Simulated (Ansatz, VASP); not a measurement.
# GaAs: VASP beside Ansatz

```
Ga As
1.0
     0.00000    2.47569    2.47569
     2.47569    0.00000    2.47569
     2.47569    2.47569    0.00000
Ga As
1 1
Direct
  0.00000 0.00000 0.00000
  0.25000 0.25000 0.25000
```

Change from the starting cell: volume scaled by 0.64, LAPW.

Alike in both runs: task single point; functional PBE; k mesh 13 × 13 × 13; occupations fermi-dirac, width 0.05 eV; no spin polarisation.

|  | VASP | Ansatz |
| --- | --- | --- |
| version | VASP 6.6.1 | Ansatz 0.2.0 |
| potentials or method | VASP PAW PBE potentials, release 64 (Ga_d, As), cutoff 520 eV | all-electron LAPW, scalar-relativistic |

Ansatz gave:

```
pressure (GPa) : 74.7
```

Question: Estimate VASP's values.

Answer: Pressure (GPa): 75.4.

Ansatz ran all-electron here, so the differences hold the error of VASP's frozen core and of both bases.

Caveats: the cell as given lies far from equilibrium; so large a pressure means that the cell lies far from this level's equilibrium, or that cutoff or potentials fall short (VASP).
